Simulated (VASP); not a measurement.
A run of VASP 6.6.1:

The input INCAR:

```
SYSTEM = BeTe
PREC = Normal
ENCUT = 520
EDIFF = 1E-4
ISMEAR = 0
SIGMA = 0.15
LREAL = .False.
LASPH = .True.
NELM = 60
ALGO = Fast
ISIF = 3
LWAVE = .False.
LCHARG = .False.
GGA = PE
IBRION = 2
NSW = 24
EDIFFG = -0.08
```

KPOINTS

```
Automatic mesh
0
Gamma
  5 5 5
  0 0 0
```

The input POSCAR:

```
BeTe
1.0
    0.0000000000      2.8000000000      2.8000000000
    2.8000000000      0.0000000000      2.8000000000
    2.8000000000      2.8000000000      0.0000000000
Be Te
1 1
Direct
    0.0000000000      0.0000000000      0.0000000000
    0.7500000000      0.7500000000      0.7500000000
```

Potentials or basis: VASP PAW PBE potentials, release 64 (Be, Te).

Run with:

```bash
$ cat potpaw_PBE.64/Be/POTCAR potpaw_PBE.64/Te/POTCAR > POTCAR
$ mpirun -np 1 vasp_std > vasp.out
```

Hardware: 1 thread of AMD EPYC 7571 (shared host).

Q: Estimate the wall time of this run.

A: It took 9.9 s on 1 thread of AMD EPYC 7571, with other jobs on the host, peak memory 0.11 GiB. Counts: scf iterations 16, k points 10, ion steps 2.
